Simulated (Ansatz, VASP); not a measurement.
**One calculation of Al5As, two programs**

```
Al As
1.0
     0.00000    3.51699    3.51699
     3.51699    0.00000    3.51699
     3.51699    3.51699    0.00000
Al As
5 1
Direct
  0.37500 0.37500 0.87500
  0.37500 0.87500 0.37500
  0.87500 0.37500 0.37500
  0.37500 0.37500 0.37500
  0.75000 0.75000 0.75000
  0.00000 0.00000 0.00000
```

Change from the starting cell: species swapped into the TmCu5 type (F-43m, No. 216).

Alike in both runs: task relaxation of cell and atoms; functional PBE; k mesh 4 × 4 × 4; occupations gaussian, width 0.1 eV; no spin polarisation.

|  | VASP | Ansatz |
| --- | --- | --- |
| version | VASP 6.6.1 | Ansatz 0.2.0 |
| potentials or method | VASP PAW PBE potentials, release 64 (Al, As) | scalar-relativistic, plane waves, PAW |
| plane-wave cutoff (eV) | 600 | 420 |
| valence electrons in the cell | 20 | 30 |

```tsv
	VASP	Ansatz	Ansatz less VASP
gap on the k mesh at the Fermi level, each at its own relaxed structure (eV)	none	none	-
relaxed volume (Å³/atom)	17.86	17.78	-0.077
relaxed cell length with the largest relative difference (Å)	5.331	5.324	-0.0077
energy change over the relaxation (meV/atom)	-185	-182	+2.7
```

A gap of «none» marks a metal or a gap that the smearing closes. The two sets of potentials don't hold the same shells in valence.

Caveats: the k mesh is coarse (spacing up to 0.39 Å⁻¹), so the values aren't converged; the volume moved by over 15 % at a fixed basis, so the end points are rough (VASP); the bands computed are all filled at some k points, so no gap is given.
